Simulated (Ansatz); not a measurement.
Consider BaSnO$_{3}$ in the cubic perovskite structure (space group Pm-3m, No. 221; a = 4.1219 Å). Axes: x, y, z lie along the cube axes.

All numbers come from Ansatz (a quantum-chemistry and plane-wave program), PBEsol, PAW, cutoff 420 eV, spin-orbit coupling left out.

Strains are applied to the cell and any free atomic positions relax; under biaxial strain the out-of-plane vector relaxes too; under stress the whole cell relaxes.

One change was made to it. Results:

| quantity | base | after |
|---|---|---|
| electron mass | 0.16 mₑ (at Γ) | 0.17 mₑ (at Γ) |
| energy relative to the base (free energy F) | 0 meV/atom | +9.6 meV/atom |
| band gap | 0.86 eV | 1.04 eV |

Q: Name the change that was made.
(A) biaxial strain −0.93 %, plane normal [001], relaxed out of plane
(B) biaxial strain +0.21 %, plane normal [110], relaxed out of plane
(C) biaxial strain +1.13 %, plane normal [001], relaxed out of plane
(D) uniaxial stress, 8 GPa compression along z

A: D, uniaxial stress, 8 GPa compression along z. For comparison, the energy relative to the base in the other runs: biaxial strain −0.93 %, plane normal [001], relaxed out of plane gives +2.5 meV/atom; biaxial strain +0.21 %, plane normal [110], relaxed out of plane gives +0.1 meV/atom; biaxial strain +1.13 %, plane normal [001], relaxed out of plane gives +3.4 meV/atom.

Masses are band curvatures over ±0.01 Å⁻¹ around the edge. Beyond what the load breaks, stability against distortions was not tested.
